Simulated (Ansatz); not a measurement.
# Mn: the cost of one run

Method: DFT r2SCAN, scalar-relativistic, plane waves, PAW, in Ansatz 0.2.0.

## 1. The structure to begin with

The structure is hexagonal, space group P6_3/mmc (No. 194). Conventional cell: a = 3.335 Å, b = 3.335 Å, c = 5.502 Å, α = 90.00°, β = 90.00°, γ = 120.00°. Mn (site symmetry 3m) has 4 Mn at 2.04 to 2.06 Å as nearest neighbours.

Coordinates:

```cif
data_structure
_symmetry_space_group_name_H-M 'P 1'
_symmetry_Int_Tables_number 1
_cell_length_a 3.3348
_cell_length_b 3.3348
_cell_length_c 5.5024
_cell_angle_alpha 90.000
_cell_angle_beta 90.000
_cell_angle_gamma 120.000
_cell_volume 52.99
loop_
_atom_site_label
_atom_site_type_symbol
_atom_site_fract_x
_atom_site_fract_y
_atom_site_fract_z
_atom_site_occupancy
Mn1 Mn 0.33333 0.66667 0.43750 1
Mn2 Mn 0.66667 0.33333 0.93750 1
Mn3 Mn 0.66667 0.33333 0.56250 1
Mn4 Mn 0.33333 0.66667 0.06250 1
```

(A quick probe on a coarse mesh, which set the mesh and smearing, is not shown.)

## 3. Coarse relaxation

Contents of input.yaml:

```yaml
crystal:
  lattice:
    - [3.3348014867, 0.0, 0.0]
    - [-1.6674007433, 2.888022804, 0.0]
    - [0.0, 0.0, 5.502422453]
  atoms:
    - { symbol: Mn, position: [0.3333333333, 0.6666666667, 0.4375] }
    - { symbol: Mn, position: [0.6666666667, 0.3333333333, 0.9375] }
    - { symbol: Mn, position: [0.6666666667, 0.3333333333, 0.5625] }
    - { symbol: Mn, position: [0.3333333333, 0.6666666667, 0.0625] }
basis:
  ecutwfc: 500
kpoints:
  mp_grid: { grid: [6, 6, 4] }
hamiltonian:
  xc: r2scan
scf:
  occupations: { method: gaussian, width: 0.1 }
  lower_state_search: "off"
output:
  forces: true
  stress: true
  eigenvalues: true
relax:
  adjacent_minimum: "off"
  f_tol: 0.04
  max_steps: 70
  cell: { stress_tol: 0.4 }
```

What time and memory should one allow on 1 thread of an Arm CPU, shared host?

About 2.9 min, with a peak of 0.46 GiB.
